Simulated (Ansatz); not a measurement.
input.yaml (Ansatz)

```yaml
crystal:
  lattice:
    - [-1.7664678061, 1.7664678061, 1.7664678061]
    - [1.7664678061, -1.7664678061, 1.7664678061]
    - [1.7664678061, 1.7664678061, -1.7664678061]
  atoms:
    - { symbol: Zr, position: [0.0, 0.0, 0.0], spin: 1.0 }
hamiltonian:
  xc: r2scan
  pseudopotentials:
    kind: paw
    azcp:
      Zr: "pseudopotentials/Zr.paw.azcp"
basis:
  ecutwfc: 500
  fft_grid_basis: typed
kpoints:
  mp_grid: { grid: [20, 20, 20], shift: [0, 0, 0] }
magnetization:
  spin_polarized: true
scf:
  occupations: { method: fermi_dirac, width: 0.05 }
output:
  stress: true
```

and its output:

```
Engine: ansatz 0.2.0, aarch64-unknown-linux-gnu
Pseudopotentials: kind: paw
Pseudopotential: Zr, paw, valence charge 12, recommended cutoff 500 eV (meta_gga) 
Functional definition: r2SCAN
  parameter k0 = 0.174
  parameter k1 = 0.065
  parameter a1 = 4.9479
  exchange = r2scan_x(k0 = k0, k1 = k1, a1 = a1)
  correlation = r2scan_c
Crystal: 1 atoms, lattice volume = 22.048 Å³
Basis set: ecut = 500 eV, 555 PW (Γ), exchange–correlation on 96×96×96 points (64 copies of the dense FFT grid, shifted against one another)
Bands: 11, of which v1, the nominal top of the filled ones, is band 6 counted from 1 (5 counted from 0)
Symmetry: 48 space group operations
Space group: Im-3m (ITA 229), of the structure as read, at distance tolerance 2.8e-5 Å
Magnetic group: BNS 229.140 (UNI 1642), of the structure as read, at distance tolerance 2.8e-5 Å
k-points: 256 of 8000
Non-local potential: Zr, projectors of the file, l = 0: 3, l = 1: 2, l = 2: 2, l = 3: 2
PAW form: soft (Blöchl's): semilocal exchange-correlation on the pseudo side does not see the compensation charge
PAW frozen core: Zr, regenerated for the run's functional (the file was generated under x = pbe(κ = 0.804, μ = 0.2195149727645171), c = pbe(β = 0.06672455060314922))
PAW one-centre angular grid: Zr, 590 points (default); XC on 160 Gauss nodes
Initial density: superposition of atomic densities (chi_scale 0.1, normalization cell)
Starting moments: Σ|m| = 1 μB on 1 of 1 site
Initial wavefunctions: pseudopotential atomic-orbital guess
Functional: x = r2scan, c = r2scan; τ floored in thin density (d = 2e-4 eV/Å³)
iter 1 solved again at ethr=2.02e-3 eV; its pass at ethr=3.10e-3 eV (dr2=2.42e-1 eV) is discarded
SCF iter   1: F=—  HF=-4194.789967 eV  |F-HF|=—  |Δ(HF+E_count)|=         —  Δρ=2.44e-2 (↑2.44e-2 ↓1.03e-2)  dr2=2.81e-1  dr2_τ=3.23e-3  dr2_m=2.29e-2  M=0.801 μB ∫|m|=0.801 μB  β_m=1.00  ethr=2.02e-3  ⟨swp⟩=2.0  Hψ=42566  notcnv=0
Mixer restart at iter 1: flushing history
SCF iter   2: F=—  HF=-4194.886069 eV  |F-HF|=—  |Δ(HF+E_count)|=         —  Δρ=1.31e-2 (↑1.31e-2 ↓8.40e-3)  dr2=6.29e-2  dr2_τ=2.24e-3  dr2_m=1.25e-2  M=0.507 μB ∫|m|=0.507 μB  β_m=0.82  ethr=2.02e-3  ⟨swp⟩=2.9  Hψ=10459  notcnv=0
Mixer restart at iter 2: flushing history
...
SCF iter  14: F=—  HF=-4194.901679 eV  |F-HF|=—  |Δ(HF+E_count)|=  6.09e-10  Δρ=5.58e-7 (↑5.58e-7 ↓4.67e-7)  dr2=2.22e-11  dr2_τ=4.68e-12  dr2_m=3.37e-11  M=-0.000 μB ∫|m|=0.000 μB  β_m=1.00  ethr=1.00e-12  ⟨swp⟩=3.0  Hψ=12014  notcnv=0  defer=14  κ⁻¹=3.4e-8(r=8)
SCF iter  15: F=—  HF=-4194.901679 eV  |F-HF|=—  |Δ(HF+E_count)|=   5.48e-9  Δρ=9.37e-7 (↑9.37e-7 ↓8.67e-7)  dr2=3.67e-12  dr2_τ=1.72e-11  dr2_m=1.62e-10  M=-0.000 μB ∫|m|=0.000 μB  β_m=1.00  ethr=1.00e-12  ⟨swp⟩=1.0  Hψ=16427  notcnv=0  κ⁻¹=2.6e-7(r=8)
SCF iter  16: F=-4194.901679 eV  HF=-4194.901679 eV  |F-HF|=5.46e-12  |Δ(HF+E_count)|=   1.33e-9  Δρ=5.06e-8 (↑4.64e-8 ↓5.06e-8)  dr2=7.63e-14  dr2_τ=3.23e-14  dr2_m=4.34e-13  M=0.000 μB ∫|m|=0.000 μB  ethr=1.00e-12  ⟨swp⟩=3.0  Hψ=13836  notcnv=0
SCF 1 converged in 16 iterations: F = -4194.901679 eV  dr2 = 7.63e-14
WARN: the starting moments were not kept: the SCF closed with an absolute magnetisation of 3.5e-6 μB, where they sum to 1 μB in size (1 site). That is at most 0.1 of that sum. Measured as dr2_m measures the in/out step, that magnetisation stands 2.0e-12 eV from none, at or under the dr2_threshold of 1.0e-7 eV: it is no larger than a step whose dr2_m would equal this threshold. The system may hold no moment; this SCF shows only that its start led to no more than that. To try another start: raise the starting moments (crystal.atoms[].spin, magnetization.per_species, magnetization.initial_magnetization, or on a non-collinear deck that types none of these the spinor_matrix: blocks that start its atoms; where the total moment is fixed, keep their sum and leave initial_magnetization as it is; typed ones take the place of any that the run laid by itself, positive ones on a crystal's lanthanoids without a Hubbard term where scf.initial_density.shell_occupations: [] is typed) or, if the notice of its spin-set hold's release reads "site moments contracting" or "site moments show no strong build", lengthen the hold (scf.mixing.spin_hold: { on: { confirm: 4 } }; for m-r²SCAN on two components see the key's manual first). Each may lead to a state that holds a moment. A second SCF, from the converged charge density, with the starting moments and any scf.initial_density.shell_occupations laid on it anew, would have followed, and was not run: the deck does not ask for one (magnetization.retry_lost_moments is false, the default). To let it run, set magnetization.retry_lost_moments: true and run the deck again, where that key's refused combinations let it; where memory then withholds it, that run's warning says so.
this state was not tested for a lower state beside it, because the mixer in use, unlike msr1, does not test its closes by its own steps (another_mixer; see scf.mixing.algorithm and scf.lower_state_search)
SCF converged after 16 iterations
Magnetization: 0.0000 μB (6.0000 up, 6.0000 down)
Absolute magnetization: 0.0000 μB (∫|ρ↑−ρ↓|, with the PAW one-centre terms)
Spin contamination: 0.0000 ħ² per cell (⟨S²⟩ above its minimum at these occupations)
Per-site moments (μB) at R_I (Å): [(2.3606950274103802e-6, 1.2620899459162203)]
Free energy (F): -4194.901679 eV
Harris-Foulkes:  -4194.901679 eV  (|F-HF|=5.46e-12)
Internal energy: -4194.888754 eV  (E = F + TS)
E sigma→0 (E₀):  -4194.895217 eV
Entropy (-TS):   -0.012925 eV (-12.925 meV/atom)
Fermi energy:    14.639773 eV
--- Per-component energies (eV) ---
  E_band       = -94.294675
  E_kinetic    = 333.488898
  E_local      = -599.531641  (includes V_loc(G=0)·N_el)
  E_nonlocal   = 80.620988
  E_hartree    = 185.568865
  E_xc         = -155.610672
  E_vxc        = -211.173693  (∫ρ·V_xc dr)
  E_paw        = -2971.291849  (= ΣΔE_a)
  E_vpaw       = -81.400871  (= ΣTr[D̂ρ^β])
  E_aug_tail   = 0.000012  (compensation charges beyond the density's cutoff)
  E_vtau       = 12.563899  (kinetic-family band-sum trace: ∫τ·v_τ [+ j·A + Jᵃ·Aᵃ] dr)
  E_ewald      = -1067.968613
  E_core_change = -0.164742  (= ΣΔE_core)
  E_smearing   = -0.012925  (= −TS)
  E_closure    = 0.000000  (closes the sum)
  Σ components = -4194.901679   (vs F -4194.901679, Δ=0.00e0)
--- Stress (GPa, compression-positive) ---
        3.708495       0.000000      -0.000000
        0.000000       3.708495      -0.000000
       -0.000000      -0.000000       3.708495
  P = ⅓ Tr σ = 3.7085 GPa (37.085 kbar)
```
